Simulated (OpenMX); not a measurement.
## Ti under changes of volume

One of the cells (17.360 Å³/atom); the others are scaled copies at fixed shape and fractional positions:

```
CELL_PARAMETERS angstrom
4.59762 0.00000 0.00000
-2.29881 3.98166 0.00000
0.00000 0.00000 2.84496
ATOMIC_POSITIONS crystal
Ti 0.66667 0.33333 0.50000
Ti 0.33333 0.66667 0.50000
Ti 0.00000 0.00000 0.00000
```

This isn't the form of Ti at room conditions, which is hcp.

| Quantity | Value |
| --- | --- |
| Program | OpenMX 3.8.5 |
| Functional | PBE |
| Potentials or basis | OpenMX 2013 PBE set, Ti7.0-s3p2d2, fixed grid of 48 × 48 × 35 points |
| k mesh | 7 × 7 × 9 |
| Occupations | fermi-dirac, width 0.05 eV |
| Spin | no spin polarisation |

| volume (Å³/atom) | energy over the lowest point (meV/atom) | largest force (eV/Å) |
| --- | --- | --- |
| 15.999 | 26.05 | 0.019 |
| 16.339 | 10.51 | 0.019 |
| 16.679 | ? | ? |
| 17.360 | 0.00 | 0.017 |
| 17.701 | 6.73 | 0.017 |
| 18.041 | 17.87 | 0.016 |

Question: What does the run at 16.679 Å³/atom give?

Answer: Energy over the lowest point 1.36 meV/atom; largest force 0.019 eV/Å.

Worked out: A Birch-Murnaghan fit of order 3 (a polynomial in V^(-2/3)) to the other rows has its minimum at 17.06 Å³/atom with B0 = V·E''(V) = 123 GPa and B' = 3.8 at fixed shape and positions, which overstates the stiffness. It gives 1.37 meV/atom at 16.679 Å³/atom, against the run's 1.36.

Energies are extrapolated to zero smearing.

Caveats: the basis of atomic orbitals isn't converged, which shifts pressures, moduli and gaps.
